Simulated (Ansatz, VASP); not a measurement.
## One calculation of Ni, two programs

```
Ni
1.0
     2.33200    0.00000    0.00000
     0.00000    2.33200    0.00000
     0.00000    0.00000    2.33200
Ni
1
Direct
  0.00000 0.00000 0.00000
```

This isn't the form of Ni at room conditions, which is fcc.

Alike in both runs: task single point; functional PBE; k mesh 18 × 18 × 18; occupations fermi-dirac, width 0.1 eV; collinear spin.

|  | VASP | Ansatz |
| --- | --- | --- |
| version | VASP 6.6.1 | Ansatz 0.2.0 |
| potentials or method | VASP PAW PBE potentials, release 64 (Ni), cutoff 520 eV | all-electron LAPW, scalar-relativistic |

```csv
,VASP,Ansatz,Ansatz less VASP
pressure (GPa),-0.2,0.0,+0.18
net moment per atom (μB),0.55,0.57,+0.024
size of the moment on the site where the two differ most (μB),0.55,0.59,+0.035
```

Site moments also hang on the region over which each program counts them. Ansatz ran all-electron here, so the differences hold the error of VASP's frozen core and of both bases.
